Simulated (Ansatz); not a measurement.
Crystal: Ca.

```
CELL_PARAMETERS angstrom
-2.09649 2.10173 2.44535
2.09649 -2.10173 2.44535
2.09649 2.10173 -2.44535
ATOMIC_POSITIONS crystal
Ca 0.50000 0.50000 0.00000
```

This isn't the form of Ca at room conditions, which is fcc.

* Program: Ansatz 0.2.0
* Task: single point
* Functional: PBE
* Potentials or basis: all-electron LAPW, scalar-relativistic
* Cutoff: 85 eV (chosen from the basis error)
* Basis error allowed: 0.001 eV/atom
* k mesh: 9 × 9 × 9
* Occupations: fermi-dirac, width 0.05 eV
* Spin: no spin polarisation

On this cell: pressure -0.4 GPa; band gap on the k mesh none (metal or under the smearing width).

The same run follows on a disturbed copy (cell strained at random at fixed volume):

```
Ca
1.0
    -2.09397    2.12784    2.41316
     2.17093   -2.12637    2.47787
     2.03337    2.06593   -2.41189
Ca
1
Direct
  0.50379 0.51210 0.00380
```

**Question.** What changes?

**Answer.** The energy (extrapolated to zero smearing) moves by +2.5 meV/atom; pressure -0.4 GPa; band gap on the k mesh none (metal or under the smearing width).

Stress tensor (GPa, compression positive):
```
-0.52  0.28 -0.42
 0.28 -0.45 -0.05
-0.42 -0.05 -0.18
```
